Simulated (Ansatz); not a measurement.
# One atom moved over a plane in Al2Cu

All numbers below come from Ansatz 0.2.0, DFT PBEsol, scalar-relativistic, plane waves, PAW. The runs took a 420 eV cutoff, a Γ-centred 12×12×12 mesh and Gaussian smearing (0.15 eV). No spin polarisation. Energies are free energies at this smearing, counted from the undisturbed cell; pressure is positive in compression.

The starting cell (relaxed at this level; with this scan's settings it stands at 0.1 GPa; it needn't be the usual structure):

```xyz
6
Lattice="-2.9966 2.9966 2.4139 2.9966 -2.9966 2.4139 2.9966 2.9966 -2.4139" Properties=species:S:1:pos:R:3 pbc="T T T"
Al    3.9514    0.9548    0.0000
Al    2.0417    0.9548    2.4139
Al   -0.9548    2.0417    2.4139
Al    0.9548    2.0417    0.0000
Cu    0.0000    0.0000    3.6209
Cu    0.0000    0.0000    1.2070
```

Atom 1 (Al) is moved by p along (1.000, 0.000, 0.000) and q along (0.000, 0.000, 1.000) (Å), all else fixed. Points are written (p, q).

Energy above the undisturbed cell in eV/cell (a dash: not computed):

```
 p \ q  -0.200  -0.100  0.000  0.100  0.200
-0.200    0.19    0.13   0.11   0.13   0.19
-0.100    0.11       –      –      –   0.11
 0.000    0.09       –   0.00      –   0.09
 0.200    0.24       –   0.12      –   0.24
```

Pressure in GPa:

```csv
p \ q,-0.200,-0.100,0.000,0.100,0.200
-0.200,1.0,0.6,0.5,0.6,1.0
-0.100,0.6,–,–,–,0.6
0.000,0.6,–,0.1,–,0.6
0.200,1.5,–,0.9,–,1.5
```

Cost: 8 runs of about 24 core-minutes in all, on Arm Neoverse V1 (shared hosts).